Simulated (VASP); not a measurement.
**Ca: single point with LDA**

Ca:

```
Ca
1.0
     0.00000    4.00707    4.00707
     4.00707    0.00000    4.00707
     4.00707    4.00707    0.00000
Ca
2
Cartesian
  1.0018 1.0018 1.0018
  7.0124 7.0124 7.0124
```

This isn't the form of Ca at room conditions, which is fcc.

```yaml
Program: VASP 6.6.1
Task: single point
Functional: LDA
Potentials_or_basis: VASP PAW LDA potentials, release 64 (Ca_sv)
Cutoff: 520 eV
k_mesh: 8 × 8 × 8
Occupations: fermi-dirac, width 0.1 eV
Spin: no spin polarisation
```

| Property | Result |
| --- | --- |
| Pressure | 0.4 GPa |
| Band gap on the k mesh | none (metal or under the smearing width) |

Levels at points of the mesh, in eV from the Fermi level:
```
           k point  band 8  band 9  band 10  band 11  band 12  band 13
(0.00, 0.00, 0.00)  -23.58   -3.22     0.69     0.69     0.69     0.81
(0.50, 0.00, 0.00)  -23.56   -1.88    -0.85     0.68     0.68     0.75
(0.50, 0.50, 0.00)  -23.55   -0.95    -0.95     0.10     0.10     0.95
```

Wall time 81 s on 1 thread of Intel(R) Xeon(R) Platinum 8488C (Sapphire Rapids), with other jobs on the host, peak memory 0.22 GiB.
